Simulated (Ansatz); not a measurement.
Structure types of Sr were relaxed at one common pressure (all-electron LAPW in Ansatz 0.2.0 under PBE, scalar-relativistic, no spin polarisation, zero temperature). They take these volumes:

```csv
type,space group,V (Å³/atom)
fcc,Fm-3m,23.42
bcc,Im-3m,23.92
hcp,P6_3/mmc,22.99
beta tin,I4_1/amd,23.20
omega,P6/mmm,23.47
dhcp,P6_3/mmc,23.37
```

Problem. At about which pressure, and is the densest type also the lowest in enthalpy?

Solution. 33 GPa. The densest is hcp, and it is also the lowest in enthalpy among these.
